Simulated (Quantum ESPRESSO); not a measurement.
# TaN: zone-centre phonons under several settings

```xyz
2
Lattice="0.0000 2.2113 2.2113 2.2113 0.0000 2.2113 2.2113 2.2113 0.0000" Properties=species:S:1:pos:R:3 pbc="T T T"
Ta    2.2113    2.2113    2.2113
N     0.0000    0.0000    0.0000
```

The cell comes from a database or a generator and needn't be the stable form of this composition.

All runs used Quantum ESPRESSO 7.5; k mesh 8 × 8 × 8; relaxed cell; no spin polarisation; cutoff 1143 eV; occupations cold, width 0.2 eV.

```csv
level,potentials,volume (Å³/atom),lowest optical mode without the field (cm⁻¹)
LDA,PseudoDojo 0.4.1 SR LDA standard,10.20,458
PBE,PseudoDojo 0.4.1 SR PBE standard,10.77,414
PBEsol,PseudoDojo 0.4.1 SR PBEsol standard,10.46,439
WC,PseudoDojo 0.4.1 SR PBE standard,10.55,433
revPBE,PseudoDojo 0.4.1 SR PBE standard,10.86,406
AM05,PseudoDojo 0.4.1 SR PBE standard,10.45,439
vdW-DF-cx,PseudoDojo 0.4.1 SR PBE standard,?,?
```

What stands in the row left open?

Volume 10.54 Å³/atom; lowest optical mode without the field 441 cm⁻¹.

Caveats: the mesh is thin for the phonons of a metal; the potentials were made for another functional, which shifts forces and pressure (some runs).

For the row left open. Caveat: the mesh is thin for the phonons of a metal; the potentials were made for another functional, which shifts forces and pressure.
